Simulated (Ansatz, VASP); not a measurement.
## One calculation of CdS, two programs

INCAR

```
SYSTEM = CdS
ALGO     = Normal         ! electronic algorithm
EDIFF    = 1E-6           ! SCF threshold, eV
ENCUT    = 520            ! plane-wave cutoff, eV
GGA      = PE             ! functional
ISIF     = 2              ! what is computed and relaxed
ISMEAR   = 0              ! smearing method
LASPH    = .True.         ! aspherical terms in the spheres
LCHARG   = .False.        ! write CHGCAR
LREAL    = .False.        ! projectors in reciprocal space
LWAVE    = .False.        ! write WAVECAR
NBANDS   = 16             ! bands
NELM     = 80             ! most SCF steps
PREC     = Accurate       ! precision mode
SIGMA    = 0.03           ! smearing width, eV
```

Contents of KPOINTS:

```
k-points
0
Gamma
  10 10 10
  0 0 0
```

File POSCAR:

```
CdS
1.0
    0.0000000000      2.7532440000      2.7532440000
    2.7532440000      0.0000000000      2.7532440000
    2.7532440000      2.7532440000      0.0000000000
Cd S
1 1
Direct
    0.0000000000      0.0000000000      0.0000000000
    0.4818396045      0.5181603955      0.4818396045
```

Input for Ansatz:

```yaml
crystal:
  lattice:
    - [0.0, 2.753244, 2.753244]
    - [2.753244, 0.0, 2.753244]
    - [2.753244, 2.753244, 0.0]
  atoms:
    - { symbol: Cd, position: [0.0, 0.0, 0.0] }
    - { symbol: S, position: [0.4818396045, 0.5181603955, 0.4818396045] }
basis:
  ecutwfc: 420
kpoints:
  mp_grid: { grid: [10, 10, 10] }
hamiltonian:
  xc: pbe
scf:
  occupations: { method: gaussian, width: 0.03 }
output:
  forces: true
  stress: true
  eigenvalues: true
```

Alike in both runs: task single point; functional PBE; k mesh 10 × 10 × 10; occupations gaussian, width 0.03 eV; no spin polarisation.

```csv
,VASP,Ansatz
version,VASP 6.6.1,Ansatz 0.2.0
potentials or method,"VASP PAW PBE potentials, release 64 (Cd, S)","scalar-relativistic, plane waves, PAW"
plane-wave cutoff (eV),520,420
valence electrons in the cell,18,26
```

Ansatz gave:

- gap on the k mesh at the Fermi level (eV): 0.28
- least direct gap on the mesh (eV): 1.55
- pressure (GPa): -0.2
- largest component of the traceless stress (GPa): 0.60
- rms of the force components (eV/Å): 0.078

Question: Which values does VASP return?

Answer: gap on the k mesh at the Fermi level (eV): 0.27; least direct gap on the mesh (eV): 1.52; pressure (GPa): 0.2; largest component of the traceless stress (GPa): 0.62; rms of the force components (eV/Å): 0.084.

Atom by atom the forces differ by 0.006 eV/Å (rms over components). The functional is the same, so the differences come from potentials, cutoffs and numerics. The two sets of potentials don't hold the same shells in valence.

A k mesh can miss the band edges.
